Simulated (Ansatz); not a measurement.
## Ti: what relativity and spin–orbit coupling change

```
Ti
1.0
     2.95000    0.00000    0.00000
    -1.47500    2.55477    0.00000
     0.00000    0.00000    4.68600
Ti
2
Cartesian
  0.0000 1.7032 1.1715
  1.4750 0.8516 3.5145
```

Atoms are numbered in the order listed.

The cell is COD entry 9008517, as deposited and not checked against the literature; nothing was relaxed.

One fixed cell is solved with PBE by all-electron LAPW in Ansatz 0.2.0 under different relativistic treatments. Pressure is positive in compression.

Numerical set-up: a Γ-centred 13×13×7 k mesh, Fermi–Dirac smearing of 0.08 eV, basis error target 0.5 meV/atom, no spin polarisation.

| setting | P (GPa) | lowest level at Γ above −25 eV, from the valence-band top or, without a gap, the Fermi level (eV) |
| --- | --- | --- |
| scalar-relativistic | -1.58 | -6.14 |
| non-relativistic | ? | ? |
| with spin–orbit coupling | -1.58 | -6.14 |

Problem. Fill in "lowest level at Γ above −25 eV, from the valence-band top or, without a gap, the Fermi level (eV)" for the row "non-relativistic".

Solution. -5.96.

Problem. Fill in "P (GPa)" for the row "non-relativistic".

Solution. -1.17.
